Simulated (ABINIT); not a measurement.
## Mo in ABINIT: the effect of functional

Crystal: Mo.

```
Mo
1.0
    -1.58381    1.58381    1.58381
     1.58381   -1.58381    1.58381
     1.58381    1.58381   -1.58381
Mo
1
Direct
  0.00000 0.00000 0.00000
```

Alike in all runs:

```yaml
Program: ABINIT 10.8.3 (patched build)
Task: single point
Potentials_or_basis: JTH PAW PBE v2.0
Cutoff: 490 eV
k_mesh: 12 × 12 × 12
Occupations: fermi-dirac, width 0.05 eV
Spin: no spin polarisation
```

| functional | pressure (GPa) |
| --- | --- |
| LDA | -13.2 |
| PBEsol | -9.0 |
| RPBE | 1.6 |
| BLYP | 8.5 |
| AM05 | -10.3 |
| r2SCAN | ? |
| SCAN | -4.9 |
| revPBE | 0.7 |
| PW91 | -1.2 |
| WC | -7.5 |

What does the run with functional r2SCAN give?

Pressure -3.3 GPa.

Caveats: the PAW data sets were made with another functional, which shifts forces and pressure a little.

Runs at the PBE level aren't shown here.
